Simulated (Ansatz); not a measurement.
CdS, DFT, PBE, all-electron PAW with datasets made for the crystal, scalar-relativistic (Ansatz 0.2.0), run on 1 thread of Intel(R) Xeon(R) Platinum 8488C (Sapphire Rapids) on a shared host.

The cell is the one relaxed in the Materials Project (mp-2469), not relaxed further here; entries there can be hypothetical. The listed cell was then made from it by scaling, straining or moving an atom.

Command: `ansatz run input.yaml --threads 1 --pin off --max-ram 3072MiB --backend cpu --events-out ev --progress --plain --runs-dir out`

```yaml
crystal:
  lattice:
    - [0.0, 2.9135239302, 2.9429534649]
    - [2.9135239302, 0.0, 2.9429534649]
    - [2.9135239302, 2.9135239302, 0.0]
  atoms:
    - { symbol: Cd, position: [0.0, 0.0, 0.0] }
    - { symbol: S, position: [0.75, 0.75, 0.75] }
kpoints:
  mp_grid: { grid: [7, 7, 7] }
scf:
  occupations: { method: fermi_dirac, width: 0.02 }
hamiltonian:
  xc: pbe
  pseudopotentials: { kind: all_electron, datasets: crystal }
output:
  forces: true
  stress: true
  eigenvalues: true
  efg: { contact_densities: true }
```

Q: How large is the problem that the program sets up?

A: 40 irreducible k-points, 491 plane waves at Γ, 13 bands.

Q: About how long does it take, and how much memory does it use?

A: 8.7 s of wall time for 8 SCF iterations, with a peak of 0.55 GiB. Times on shared machines scatter by tens of per cent.

Q: And the same cell and mesh by PAW with the default files, asked for forces, stress, eigenvalues, efg, on the same hardware?

A: 5 s, peak memory 0.41 GiB.
